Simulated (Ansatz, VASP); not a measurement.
# TiC (CsCl type (invented)): VASP beside Ansatz, part 2 of 2

Wanted: the spread between two codes on one cell, functional and k mesh. The cell is generated by rule, not measured, and may not be a known phase. Of the first pair: The two relaxations start from unlike cells of this crystal (the structure described is Ansatz's start), so only their ends are compared.

VASP 6.6.1 and Ansatz 0.2.0.

So far: Set-up; Ansatz: relaxation of cell and atoms, PBE, pair 1; VASP: relaxation of cell and atoms, PBE, pair 1; Side by side.

## (5) VASP: relaxation of cell and atoms, PBE, pair 2

Level of this step: PBE; plane waves and PAW (Ti_sv, C); invented cell (VASP).

The relaxed volume is the usual yardstick between codes: in a stiff, nearly cubic crystal its relative difference is about their pressure difference at one cell divided by the bulk modulus. Its start cell is another than that of the pair before, and may be another structure of the material.

Contents of INCAR:

```
SYSTEM = TiC
PREC = Accurate
ENCUT = 600
EDIFF = 1E-07
NELM = 120
ISMEAR = 0
SIGMA = 0.1
LREAL = .FALSE.
ALGO = Normal
GGA = PE
NBANDS = 14
LASPH = .TRUE.
LORBIT = 11
LWAVE = .FALSE.
LCHARG = .FALSE.
ISIF = 3
IBRION = 2
NSW = 80
EDIFFG = -0.005
GGA_COMPAT = .FALSE.
NELMIN = 4
```

Contents of POSCAR:

```
TiC
1.0
    2.7093080000      0.0000000000      0.0000000000
    0.0000000000      2.7093080000      0.0000000000
    0.0000000000      0.0000000000      2.7093080000
Ti C
1 1
Direct
    0.0000000000      0.0000000000      0.0000000000
    0.5000000000      0.5000000000      0.5000000000
```

Contents of KPOINTS:

```
Automatic mesh
0
Gamma
16 16 16
0 0 0
```

Potentials, in the order of the species: Ti_sv and C (PBE family, release 64).

Command:

```bash
> mpirun -np 1 vasp_std
```

Numbers of over 12 decimals in the logs are rounded to 6 here.

Output:

```text
[... set-up lines as in an earlier step ...]
 entering main loop
       N       E                     dE             d eps       ncg     rms          rms(c)
DAV:   1     0.127037505918E+03    0.12704E+03   -0.88902E+03  4628   0.151E+03
DAV:   2    -0.133980184321E+02   -0.14044E+03   -0.13213E+03  4952   0.370E+02
DAV:   3    -0.216842596874E+02   -0.82862E+01   -0.79405E+01  6378   0.859E+01
DAV:   4    -0.219731147860E+02   -0.28886E+00   -0.28823E+00  5406   0.152E+01
[...]
DAV:  14    -0.163657116706E+02    0.21332E-05   -0.19252E-05  6060   0.512E-02    0.107E-02
DAV:  15    -0.163657120297E+02   -0.35909E-06   -0.13822E-06  5692   0.124E-02    0.575E-03
DAV:  16    -0.163657120636E+02   -0.33875E-07   -0.12466E-07  4666   0.328E-03
   1 F= -.16365712E+02 E0= -.16357050E+02  d E =-.163657E+02
[...]
N       E                     dE             d eps       ncg     rms          rms(c)
DAV:   1    -0.163703904372E+02   -0.46784E-02   -0.76815E-02  6498   0.402E+00    0.668E-01
[...]
2 F= -.16365750E+02 E0= -.16357064E+02  d E =-.378612E-04
 trial-energy change:   -0.000038  1 .order   -0.000026   -0.000300    0.000248
 step:   0.5792(harm=  0.5476)  dis= 0.00000  next Energy=   -16.365801 (dE=-0.891E-04)
[...]
N       E                     dE             d eps       ncg     rms          rms(c)
DAV:   1    -0.163666211519E+02   -0.87120E-03   -0.13584E-02  6492   0.168E+00    0.279E-01
DAV:   2    -0.163667965535E+02   -0.17540E-03   -0.35103E-03  6218   0.998E-01    0.245E-01
DAV:   3    -0.163658090467E+02    0.98751E-03   -0.10150E-03  6640   0.467E-01    0.486E-02
DAV:   4    -0.163657854445E+02    0.23602E-04   -0.20780E-04  6144   0.155E-01    0.175E-02
DAV:   5    -0.163657958502E+02   -0.10406E-04   -0.14038E-05  5868   0.381E-02    0.960E-03
DAV:   6    -0.163658019652E+02   -0.61150E-05   -0.64017E-06  6292   0.117E-02    0.762E-03
DAV:   7    -0.163658037453E+02   -0.17801E-05   -0.71012E-07  5524   0.803E-03    0.346E-03
DAV:   8    -0.163658048548E+02   -0.11095E-05   -0.14191E-06  6312   0.827E-03    0.558E-04
DAV:   9    -0.163658048585E+02   -0.36803E-08   -0.10491E-07  4290   0.280E-03
   3 F= -.16365805E+02 E0= -.16357128E+02  d E =-.927949E-04
[...]
reached required accuracy - stopping structural energy minimisation
```

Parts of OUTCAR (step 5):

```text
  Total       -0.0023420     -0.0023420     -0.0023420      0.0000000      0.0000000      0.0000000
  in kB       -0.1881730     -0.1881730     -0.1881730      0.0000000      0.0000000      0.0000000
  external PRESSURE =      -0.1881730 kB  Pullay stress =       0.0000000 kB

 POSITION                                       TOTAL-FORCE (eV/Angst)
 -----------------------------------------------------------------------------------
      0.00000      0.00000      0.00000         0.000000      0.000000      0.000000
      1.35587      1.35587      1.35587        -0.000000      0.000000      0.000000
 -----------------------------------------------------------------------------------
    total drift:                                0.000000      0.000000      0.000000

  FREE ENERGIE OF THE ION-ELECTRON SYSTEM (eV)
  ---------------------------------------------------
  free  energy   TOTEN  =       -16.3658048585 eV

  energy  without entropy=      -16.3484513258  energy(sigma->0) =      -16.35712809

[... 1 part as in an earlier step ...]

[... 3 further parts left out ...]
[key lines of the parts left out:]
E-fermi :  10.0326
```

## (6) Ansatz: relaxation of cell and atoms, PBE, pair 2

The same cell, functional, mesh and smearing now go to Ansatz, which takes its cutoff from its data sets.

The cell is taken from a series of runs on this material, whose earlier steps may have relaxed, scaled, displaced or heated it; both programs get it as it stands.

Contents of input.yaml:

```yaml
crystal:
  lattice:
    - [2.7093083822, 0.0, 0.0]
    - [0.0, 2.7093083822, 0.0]
    - [0.0, 0.0, 2.7093083822]
  atoms:
    - { symbol: Ti, position: [0.0, 0.0, 0.0] }
    - { symbol: C, position: [0.5, 0.5, 0.5] }
kpoints:
  mp_grid: { grid: [16, 16, 16] }
hamiltonian:
  xc: pbe
scf:
  occupations: { method: gaussian, width: 0.1 }
output:
  forces: true
  stress: true
  eigenvalues: true
  write_density: true
  write_potential: true
  elf: true
  volumetric_format: npy
relax:
  adjacent_minimum: "off"
  f_tol: 0.005
  max_steps: 80
  cell: { stress_tol: 0.05 }
```

Command:

```bash
> ansatz run input.yaml --threads 2 --pin off --max-ram 5120MiB --backend cpu --events-out ev --progress --plain --runs-dir out
```

Output:

```text
[...]
Crystal: 2 atoms, lattice volume = 19.887 Å³
Basis set: ecut = 420 eV, 389 PW (Γ), exchange–correlation on 40×40×40 points (8 copies of the dense FFT grid, shifted against one another)
Bands: 12, of which v1, the nominal top of the filled ones, is band 8 counted from 1 (7 counted from 0)
Symmetry: 48 space group operations
[...]
k-points: 165 of 4096
[...]
k-point 164: bands = [... 4 lower, 8.8386, 10.0866, 10.0866, 10.0866, 20.0411, 20.0411, 22.2764, 22.2764]
--- Relaxed structure (2 steps of the walk, 2 accepted, 1 SCFs on fresh bases) ---
[...]
cell:  # Å, volume = 19.9232 Å³
    - [2.710938, 0, 0]
    - [0, 2.710938, 0.0]
    - [0, 0.0, 2.710938]
  atoms:
    - { symbol: Ti, position: [0, 0, 0] }
    - { symbol: C, position: [0.5, 0.5, 0.5] }
[key lines of the parts left out:]
SCF converged after 8 iterations
Free energy (F): -2749.919120 eV
Fermi energy:    15.429648 eV
P = ⅓ Tr σ = 0.0470 GPa (0.470 kbar)
```

## (7) Comparison

Compared:

| quantity | Ansatz | VASP | difference |
| --- | --- | --- | --- |
| volume (Å³) | 19.92 | 19.94 | -0.09 % |
| edge a after relaxation, in the typed setting (Å) | 2.711 | 2.712 | -0.03 % |

## (8) Summary of results

```
difference in volume (relaxation of cell and atoms, PBE, pair 1) : -0.15 %
difference in volume (relaxation of cell and atoms, PBE, pair 2) : -0.089 %
```

What this shows: The difference in volume is -0.15 % (relaxation of cell and atoms, PBE, pair 1), within the 1.2 % picked in this series as the mark of a large difference, as far as the stopping tolerances let one tell. Such differences can come from data sets, numerical settings and the points named under the comparisons, not from the functional's error against experiment.

[Lines on the potential files, build, host, timing and source positions are cut from VASP's logs without a mark.]

[Logs are printed without paths, hosts, clocks, repeated set-up lines and the standing remarks that a program may print on its own settings, such as how far it seeks lower states.]

[Hosts, paths, dates, database ids (printed as entryN), source tags and the programs' standing remarks are cut or masked in the printed files.]
